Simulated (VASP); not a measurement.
## KI: relaxation of cell and atoms with PW91

Crystal: KI.

```
CELL_PARAMETERS angstrom
0.00000 3.53277 3.53277
3.53277 0.00000 3.53277
3.53277 3.53277 0.00000
ATOMIC_POSITIONS crystal
I 0.50000 0.50000 0.50000
K 0.00000 0.00000 0.00000
```

```
Program                : VASP 6.6.1
Task                   : relaxation of cell and atoms
Functional             : PW91
Potentials or basis    : VASP PAW PBE potentials, release 64 (I, K_sv)
Cutoff                 : 600 eV
k mesh                 : 7 × 7 × 7
Occupations            : fermi-dirac, width 0.05 eV
Spin                   : no spin polarisation
Further INCAR settings : ALGO = Fast; EDIFF = 1e-06; IBRION = 2; EDIFFG = -0.005; NSW = 40; ISIF = 3
```

```
Relaxed volume                         : 46.37 Å³/atom
Relaxed cell                           : a = 5.081 Å, b = 5.081 Å, c = 5.081 Å, α = 60.00°, β = 60.00°, γ = 60.00°
Space group after relaxing (to 0.05 Å) : Fm-3m (No. 225)
Energy gained by relaxing              : 3.8 meV/atom
Ionic steps                            : 3
Pressure after relaxing                : 0.0 GPa
Band gap on the k mesh                 : 3.87 eV, direct
```

The path:
```tsv
step	energy change (eV)	largest force (eV/Å)	pressure (GPa)	volume (Å³)
1	0.0000	0.0000	0.58	88.18
2	-0.0056	0.0000	0.29	90.23
3	-0.0077	0.0000	-0.01	92.73
```

Final structure:
```
CELL_PARAMETERS angstrom
0.00000 3.59254 3.59254
3.59254 0.00000 3.59254
3.59254 3.59254 0.00000
ATOMIC_POSITIONS crystal
I 0.50000 0.50000 0.50000
K 0.00000 0.00000 0.00000
```

Levels at points of the mesh, in eV from the valence-band top:
```tsv
k point	band 6	band 7	band 8	band 9	band 10	band 11
(0.00, 0.00, 0.00)	0.00	0.00	0.00	3.87	6.51	6.51
```

Wall time 65 s on 1 thread of Intel(R) Xeon(R) Platinum 8488C (Sapphire Rapids) (shared host), peak memory 0.26 GiB.

Caveat: the PAW data sets were made with another functional, which shifts forces and pressure a little; spin-orbit coupling is left out, which moves the levels of the heavy elements; an odd mesh through Γ misses points on the zone boundary, where band edges often lie.
